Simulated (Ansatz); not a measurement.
What strain does to BaS (zincblende)

BaS built on the zincblende prototype, relaxed with r2SCAN in the plane-wave code Ansatz. The symmetry is F-43m (No. 216, cubic); a = 7.039 Å in the conventional setting, 43.59 Å³ an atom. Around Ba lie 4 S at 3.05 Å; around S lie 4 Ba at 3.05 Å.

The axes x, y and z are those of this cell:
```xyz
2
Lattice="0.0000 3.5194 3.5194 3.5194 0.0000 3.5194 3.5194 3.5194 0.0000" Properties=species:S:1:pos:R:3 pbc="T T T"
Ba    0.0000    0.0000    0.0000
S     1.7597    1.7597    1.7597
```

Unstrained: PBE gives an indirect gap of 2.747 eV, from W to Γ; the least direct gap is 3.419 eV at Γ. The r2SCAN gap is indirect, 3.068 eV (W to Γ), below the direct gap of 3.698 eV at W. With HSE06 the valence top lies at W and the conduction bottom at Γ, 3.641 eV higher; the smallest vertical gap, at Γ, is 4.350 eV. Meshes: PBE 6×6×6, r2SCAN 6×6×6, HSE06 4×4×4. Strains are changes of length per length, and xy shears are angles. After each strain the atoms were relaxed again with r2SCAN within the symmetry that the strain leaves, so tilts or polar shifts that break it weren't tested; points keep the names that they have in the unstrained zone. (Calculated; spin-unpolarised; the phase may be known or hypothetical.)

Changes of the least gap in eV (an overlap counts as a negative gap):

| strain | volume change (%) | space group | PBE | r2SCAN | HSE06 | energy rise, r2SCAN (meV/atom) |
| --- | --- | --- | --- | --- | --- | --- |
| epitaxial -0.47 % in the xy plane, free normal strain +0.81 % | -0.1 | I-4m2 | -0.004 | -0.003 | -0.003 | 0.0 |
| xy shear, engineering strain (angle) +3.9 % | 0.0 | Imm2 | -0.014 | -0.013 | -0.014 | 1.5 |
| uniaxial -3.24 % along [111] | -3.2 | R3m | +0.041 | +0.042 | +0.048 | 5.3 |

Epitaxial -0.47 % in the xy plane, free normal strain +0.81 %. HSE06: the gap goes from 3.641 to 3.638 eV (-0.003 eV); the edges go from W → Γ to (0.260, -1/2, -0.240) → Γ. Stress change with r2SCAN, compression positive: xx +0.05, yy +0.05, zz +0.01 GPa.

Xy shear, engineering strain (angle) +3.9 %. HSE06: the gap goes from 3.641 to 3.627 eV (-0.014 eV); the edges move from W → Γ to X → Γ. Stress change with r2SCAN, compression positive: xx -0.01, yy -0.01, zz -0.05, xy -0.29 GPa.

Uniaxial -3.24 % along [111], other directions held. HSE06: the gap goes from 3.641 to 3.689 eV (+0.048 eV); the edges go from W → Γ to (0.245, -1/2, -1/4) → Γ. Stress change with r2SCAN, compression positive: xx +0.98, yy +0.98, zz +0.98, xy +0.12, xz +0.12, yz +0.12 GPa.

Spin-orbit coupling is left out.

Where an edge lies off the special points, it is a point of the mesh or the k point where a search put PBE's edge or least direct gap, reused for the other functionals, whose own edges may lie a little apart.

Coordinates of k points refer to the reciprocal vectors of the primitive cell of the runs.

The meshes of the hybrids are coarse, so their gaps aren't converged to the digits shown.
